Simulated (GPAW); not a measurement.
The system is MnO2.

```xyz
6
Lattice="2.8550 0.0000 0.0000 -1.4275 2.4725 0.0000 0.0000 0.0000 10.2217" Properties=species:S:1:pos:R:3 pbc="T T T"
Mn    0.0000    0.0000    5.1109
Mn    0.0000    0.0000    0.0000
O     1.4275    0.8242    4.1588
O     1.4275    0.8242    0.9521
O     0.0000    1.6483    6.0630
O     0.0000    1.6483    9.2697
```

Measurements of this composition are mostly on another form, of space group No. 136.

Base run:

* Program: GPAW 26.7.0
* Functional: LDA
* Potentials or basis: the program's PAW data sets (release 1.2.1) made for this functional
* Cutoff: 800 eV
* Basis: pw
* k mesh: 7 × 7 × 2
* Occupations: fermi-dirac, width 0.05 eV
* Spin: collinear spin, ferromagnetic start
* Starting moments: [4.0, 4.0, 0.0, 0.0, 0.0, 0.0] μB

Its results: band gap on the k mesh 0.49 eV, indirect (least direct gap 0.51 eV); pressure -7.2 GPa; net moment 6.00 μB per cell; site moments Mn +2.78; O +0.04 μB; largest force 0.535 eV/Å.

Problem. The run is repeated on the same cell with these changes: functional from LDA to PBEsol; potentials or basis from the program's PAW data sets (release 1.2.1) made for this functional to PAW data sets generated in the run's folder for this functional. What comes out?

Solution. Band gap on the k mesh 0.77 eV, indirect (least direct gap 0.81 eV); pressure 0.4 GPa; net moment 6.00 μB per cell; site moments Mn +2.81; O +0.04 μB; largest force 0.039 eV/Å.

Caveats: only a ferromagnetic start was run, and an antiferromagnetic order may lie lower in energy.
